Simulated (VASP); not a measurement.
# CdO (Fm-3m) in VASP: settings compared, part 2 of 2

VASP 6.6.1. Earlier steps stand in the parts before.

### 4 Single point, PBE0

POSCAR

```
CdO
1.0
    0.0000000000      2.1055000000      2.1055000000
    2.1055000000      0.0000000000      2.1055000000
    2.1055000000      2.1055000000      0.0000000000
Cd O
1 1
Direct
    0.0000000000      0.0000000000      0.0000000000
    0.5000000000      0.5000000000      0.5000000000
```

INCAR.step1

```
PREC     = Accurate       # precision mode
ENCUT    = 520            # plane-wave cutoff, eV
EDIFF    = 1E-5           # SCF threshold, eV
ISMEAR   = -1             # smearing method
SIGMA    = 0.05           # smearing width, eV
LREAL    = False          # projectors in reciprocal space
LASPH    = True           # aspherical terms in the spheres
NELM     = 60             # most SCF steps
ALGO     = Normal         # electronic algorithm
ISIF     = 2              # what is computed and relaxed
LWAVE    = True           # write WAVECAR
LCHARG   = False          # write CHGCAR
NBANDS   = 16             # bands
GGA      = PE             # functional
```

INCAR.step2

```
PREC     = Accurate       # precision mode
ENCUT    = 520            # plane-wave cutoff, eV
EDIFF    = 1E-7           # SCF threshold, eV
ISMEAR   = -1             # smearing method
SIGMA    = 0.05           # smearing width, eV
LREAL    = False          # projectors in reciprocal space
LASPH    = True           # aspherical terms in the spheres
NELM     = 60             # most SCF steps
ALGO     = Normal         # electronic algorithm
ISIF     = 2              # what is computed and relaxed
LWAVE    = False          # write WAVECAR
LCHARG   = False          # write CHGCAR
GGA      = PE             # functional
LHFCALC  = True           # exact exchange
AEXX     = 0.25           # exact-exchange fraction
PRECFOCK = Fast         
HFRCUT   = -1           
NBANDS   = 16             # bands
ISTART   = 1
```

KPOINTS

```
Automatic mesh
0
Gamma
  8 8 8
```

Potentials or basis: VASP PAW PBE potentials, release 64 (Cd, O).

The run is started by

```console
$ cat potpaw_PBE.64/Cd/POTCAR potpaw_PBE.64/O/POTCAR > POTCAR
$ cp INCAR.step1 INCAR
$ mpirun -np 1 vasp_std > vasp.out
$ cp INCAR.step2 INCAR
$ mpirun -np 1 vasp_std > vasp.out
```

OUTCAR:

```text
PREC = Accurate
   ENCUT = 520
   EDIFF = 1E-7
   ISMEAR = -1
   LREAL = False
   LASPH = True
   NELM = 60
   ISIF = 2
   GGA = PE
   LHFCALC = True
   AEXX = 0.25
   PRECFOCK = Fast
   ISTART = 1

 ion  position               nearest neighbor table
   1  0.000  0.000  0.000-   2 2.11   2 2.11   2 2.11   2 2.11   2 2.11   2 2.11
   2  0.500  0.500  0.500-   1 2.11   1 2.11   1 2.11   1 2.11   1 2.11   1 2.11

  LATTYP: Found a face centered cubic cell.
 ALAT       =     4.2110000000

  Lattice vectors:

 A1 = (   0.0000000000,   2.1055000000,   2.1055000000)
 A2 = (   2.1055000000,   0.0000000000,   2.1055000000)
 A3 = (   2.1055000000,   2.1055000000,   0.0000000000)

Analysis of symmetry for initial positions (statically):
=====================================================================
 Subroutine PRICEL returns:
 Original cell was already a primitive cell.

 Routine SETGRP: Setting up the symmetry group for a
 face centered cubic supercell.

 Subroutine GETGRP returns: Found 48 space group operations
 (whereof 48 operations were pure point group operations)
 out of a pool of 48 trial point group operations.

The static configuration has the point symmetry O_h .

Analysis of symmetry for dynamics (positions and initial velocities):
=====================================================================
 Subroutine PRICEL returns:
 Original cell was already a primitive cell.

 Routine SETGRP: Setting up the symmetry group for a
 face centered cubic supercell.

 Subroutine GETGRP returns: Found 48 space group operations
 (whereof 48 operations were pure point group operations)
 out of a pool of 48 trial point group operations.

The dynamic configuration has the point symmetry O_h .

 Subroutine INISYM returns: Found 48 space group operations
 (whereof 48 operations are pure point group operations),
 and found     1 'primitive' translations

----------------------------------------------------------------------------------------

                                     Primitive cell

  volume of cell :      18.6679

  direct lattice vectors                    reciprocal lattice vectors
     0.000000000  2.105500000  2.105500000    -0.237473284  0.237473284  0.237473284
     2.105500000  0.000000000  2.105500000     0.237473284 -0.237473284  0.237473284
     2.105500000  2.105500000  0.000000000     0.237473284  0.237473284 -0.237473284

  length of vectors
     2.977626656  2.977626656  2.977626656     0.411315794  0.411315794  0.411315794

  position of ions in fractional coordinates (direct lattice)
     0.000000000  0.000000000  0.000000000
     0.500000000  0.500000000  0.500000000

  ion indices of the primitive-cell ions
   primitive index   ion index
                 1           1
                 2           2

----------------------------------------------------------------------------------------

 KPOINTS: Automatic mesh

Automatic generation of k-mesh.
 Grid dimensions read from file:
 generate k-points for:    8    8    8

 Generating k-lattice:

  Cartesian coordinates                     Fractional coordinates (reciprocal lattice)
    -0.029684161  0.029684161  0.029684161     0.125000000  0.000000000  0.000000000
[... 42 lines left out ...]
   number of dos      NEDOS =    301   number of ions     NIONS =      2
   total plane-waves  NPLWV =  13824
   dimension x,y,z NGX =    24 NGY =   24 NGZ =   24
   dimension x,y,z NGXF=    48 NGYF=   48 NGZF=   48
   ions per type =               1   1
   NGX,Y,Z   is equivalent  to a cutoff of  13.40, 13.40, 13.40 a.u.
   NGXF,Y,Z  is equivalent  to a cutoff of  26.80, 26.80, 26.80 a.u.
 SYSTEM =  unknown system
   PREC   = accura    normal or accurate (medium, high low for compatibility)
   ISTART =      1    job   : 0-new  1-cont  2-samecut
   ICHARG =      0    charge: 1-file 2-atom 10-const
   ISPIN  =      1    spin polarized calculation?
   LNONCOLLINEAR =      F non collinear calculations
   LSORBIT =      F    spin-orbit coupling
   LASPH  =      T    aspherical Exc in radial PAW
   ENCUT  =  520.0 eV  38.22 Ry    6.18 a.u.   5.54  5.54  5.54*2*pi/ulx,y,z
   NELM   =     60;   NELMIN=  2; NELMDL=  0     # of ELM steps
   EDIFF  = 0.1E-06   stopping-criterion for ELM
   LREAL  =      F    real-space projection
   EDIFFG = 0.1E-05   stopping-criterion for IOM
   NSW    =      0    number of steps for IOM
   IBRION =     -1    ionic relax: 0-MD 1-quasi-New 2-CG
   NFREE  =      0    steps in history (QN), initial steepest desc. (CG)
   ISIF   =      2    stress and relaxation
   ISYM   =      3    0-nonsym 1-usesym 2-fastsym
   POTIM  = 0.5000    time-step for ionic-motion
   TEBEG  =    0.0;   TEEND  =   0.0 temperature during run
   PSTRESS=    0.0 pullay stress
   NELECT =      18.0000    total number of electrons
   NUPDOWN=      -1.0000    fix difference up-down
   EMIN   =  10.00;   EMAX   =-10.00  energy-range for DOS
   EFERMI =   0.00;   METHOD = LEGACY
   ISMEAR =    -1;   SIGMA  =   0.05  broadening in eV -4-tet -1-fermi 0-gaus
   EFERMI_NEDOS =   21; number of points for ismear=-14 and -15
   IALGO  =     38    algorithm
   IMIX   =      1    mixing-type and parameters
     AMIX     =   0.40;   BMIX     =  1.00
     AMIX_MAG =   1.60;   BMIX_MAG =  1.00
  volume/ion in A,a.u.               =       9.33        62.99
  Fermi-wavevector in a.u.,A,eV,Ry     =   1.617337  3.056323 35.589817  2.615778
  Thomas-Fermi vector in A             =   2.711778
   LORBIT       =      0    0 simple, 1 ext, 2 COOP (PROOUT), +10 PAW based schemes
   GGA     = PE    functional components
   LHFCALC =     T    Hartree Fock is set to
   PRECFOCK=fast      Normal, Fast or Accurate (Low or Medium for compatibility)
   ENCUT4O =  -1.0   cutoff for four orbital integrals eV
   NKREDX  =     1    reduce k-point grid by
   NKREDY  =     1    reduce k-point grid by
   NKREDZ  =     1    reduce k-point grid by
   AEXX    =    0.2500 exact exchange contribution
   HFSCREEN=    0.0000 screening length (either q_TF or 0.3 A-1)
   HFSCREENC=   0.0000 screening length for correlation (either q_TF or 0.3 A-1)
   ENCUTFOCK=  -1.0 apply spherical cutoff to Coloumb kernel
   IVDW    =     0    specifies the selected vdW correction
   LEPSILON=     F    determine dielectric tensor
   LRPA    =     F    only Hartree local field effects (RPA)
 non-spin polarized calculation
  energy-cutoff  :      520.00
  volume of cell :       18.67
 maximum number of plane-waves:       531
 NGX is ok and might be reduce to    24
  NGX = 14; NGY = 14; NGZ = 14

 number of electron      18.0000010 magnetization

 Free energy of the ion-electron system (eV)
  ---------------------------------------------------
  ext. energy  EPLUGINS =         0.00000000
  ---------------------------------------------------
  free energy    TOTEN  =        -8.61778799 eV

  energy without entropy =       -8.61778799  energy(sigma->0) =       -8.61778799

 E-fermi :   5.5383     XC(G=0): -10.6855

 val. band max:        4.5156789879   @ k =   0.5000   0.0000   0.0000
 cond. band min:       7.0464468731   @ k =   0.0000   0.0000   0.0000
 fundamental gap:      2.5307678853
 Fermi energy:         5.5382535960

 k-point     1 :       0.0000    0.0000    0.0000
  band No.  band energies     occupation
      1     -17.9349      2.00000
      2      -4.2344      2.00000
      3      -4.2344      2.00000
      4      -4.2344      2.00000
      5      -3.7046      2.00000
      6      -3.7046      2.00000
[... 433 lines left out ...]
      3      -5.3826      2.00000
      4      -5.3394      2.00000
      5      -3.0574      2.00000
      6      -3.0196      2.00000
[... 8 lines left out ...]
     15      30.4818      0.00000
     16      34.4040      0.00000

 [... further k-points ...]

------------------------ aborting loop because EDIFF is reached ----------------------------------------

  FORCE on cell =-STRESS in cart. coord.  units (eV):
  Direction    XX          YY          ZZ          XY          YZ          ZX
  --------------------------------------------------------------------------------------
  -------------------------------------------------------------------------------------
  Total       13.2830153     13.2830153     13.2830153      0.0000000      0.0000000     -0.0000000
  in kB     1140.0175113   1140.0175113   1140.0175113      0.0000000      0.0000000     -0.0000000
  external PRESSURE =    1140.0175113 kB  Pullay stress =       0.0000000 kB

 VOLUME and BASIS-vectors are now :
 -----------------------------------------------------------------------------
  energy-cutoff  :      520.00
  volume of cell :       18.67
      direct lattice vectors                 reciprocal lattice vectors
     0.000000000  2.105500000  2.105500000    -0.237473284  0.237473284  0.237473284
     2.105500000  0.000000000  2.105500000     0.237473284 -0.237473284  0.237473284
     2.105500000  2.105500000  0.000000000     0.237473284  0.237473284 -0.237473284

 POSITION                                       TOTAL-FORCE (eV/Angst)
 -----------------------------------------------------------------------------------
      0.00000      0.00000      0.00000         0.000000      0.000000      0.000000
      2.10550      2.10550      2.10550        -0.000000     -0.000000     -0.000000
 -----------------------------------------------------------------------------------
    total drift:                                0.000000      0.000000      0.000000

  FREE ENERGIE OF THE ION-ELECTRON SYSTEM (eV)
  ---------------------------------------------------
  free  energy   TOTEN  =        -8.6177879895 eV

  energy  without entropy=       -8.6177879894  energy(sigma->0) =       -8.61778799
```

Wall time 70 min (1 thread of AMD EPYC 7R13 (Zen 3), shared host); peak memory 0.13 GiB.

What came out:

* Free energy: -8.6178 eV
* Pressure: 114.0 GPa
* Band gap on the k mesh: 2.53 eV, indirect (least direct gap 5.76 eV)

Caveat: a pressure of tens of GPa on the cell as given is suspect, and the run, the potentials or the cell itself is likely at fault; the PAW data sets were made with another functional, which shifts forces and pressure a little. A k mesh can miss the band edges.

### 5 Overview

| level | potentials or basis | k mesh | grid for exact exchange (PRECFOCK) | screening parameter | exchange at q = 0 | gap on the mesh (eV) | pressure (GPa) |
| --- | --- | --- | --- | --- | --- | --- | --- |
| LDA | VASP PAW LDA potentials, release 64 (Cd, O) | 12 × 12 × 12 | - | - | - | 0.24 | 100.9 |
| HSE06 | VASP PAW PBE potentials, release 64 (Cd, O) | 8 × 8 × 8 | Fast | 0.2 1/A | - | 1.83 | 113.6 |
| PBE0 | VASP PAW PBE potentials, release 64 (Cd, O) | 8 × 8 × 8 | Fast | - | truncated | 2.53 | 114.0 |

Alike in all rows: task single point; no spin polarisation; cell as given; cutoff (eV) 520; smearing fermi-dirac 0.05 eV.

Caveats: a pressure of tens of GPa on the cell as given is suspect, and the run, the potentials or the cell itself is likely at fault; the PAW data sets were made with another functional, which shifts forces and pressure a little (some runs).

Absolute energies hang on the potentials; compare differences alone.
